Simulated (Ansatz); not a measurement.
From a trial cell to the properties of I (solid)

Level of theory: DFT, r²SCAN, scalar-relativistic, no spin polarisation; plane waves to 500 eV with PAW datasets (Ansatz 0.2.0), 8×8×4 k-mesh, Gaussian smearing of 0.05 eV; PAW files: Ansatz's generated set soft_2.

The database's entry of this formula in the relaxed cell's space group, Cmce, has axes of 4.790 × 7.270 × 9.793 Å and 42.63 Å³/atom (1963), the relaxed one 4.637 × 7.744 × 9.890 Å and 44.40.

The start:

```
CELL_PARAMETERS angstrom
3.55953 -2.32998 0.00000
3.55953 2.32998 0.00000
0.00000 0.00000 9.79560
ATOMIC_POSITIONS crystal
I 0.84515 0.15485 0.11750
I 0.15485 0.84515 0.88250
I 0.34515 0.65485 0.38250
I 0.65485 0.34515 0.61750
```

The steps in volume:

```
run        level  k-mesh                                   kind  V (Å³/atom)  P (GPa)  E − E(final) (meV/atom)  gap on the mesh (eV)
  1  PBE, 420 eV   6×6×2                 cell and atoms relaxed        46.27      0.1                        –                  1.06
  2       r²SCAN   8×8×4  shape and atoms relaxed, volume fixed        46.27     -0.3                      1.9                  1.29
  3       r²SCAN   8×8×4  shape and atoms relaxed, volume fixed        46.19     -0.2                      1.8                  1.29
  4       r²SCAN   8×8×4  shape and atoms relaxed, volume fixed        45.74     -0.2                      1.0                  1.27
  5       r²SCAN   8×8×4  shape and atoms relaxed, volume fixed        41.16      0.7                      6.0                  1.16
  6       r²SCAN   8×8×4  shape and atoms relaxed, volume fixed        44.40     -0.1                      0.0                  1.23
```

At this volume the pressure is -0.05 GPa.

The final structure (symmetry read at 0.01 Å). The structure is orthorhombic, space group Cmce (No. 64). Conventional cell: a = 7.744 Å, b = 4.637 Å, c = 9.890 Å, α = 90.00°, β = 90.00°, γ = 90.00°. I (site symmetry m) has 1 I at 2.77 Å as nearest neighbours. (Neighbours are counted to 15 % beyond the shortest distance.)

```
atom  site  symmetry       x       y       z
   I    8f       m..  0.5000  0.6542  0.1198
```

- At the final geometry the gap, band path included, is 1.22 eV.
- The runs in the table took roughly 13 core-minutes.

**What lies behind the numbers.**

Within 0.6 eV of the edges the projected states are 99 % I 5p at the top of the valence band and 97 % I 5p at the bottom of the conduction band. 

Semilocal functionals underestimate band gaps, commonly by a third or more. For elements this heavy, spin–orbit coupling would shift levels and gaps; it isn't included here. The structure is built of weakly bound molecules, and this functional has no dispersion term, so their spacing and all that hangs on it (volume, the soft elastic constants, low modes, dielectric constants) are poorly given.
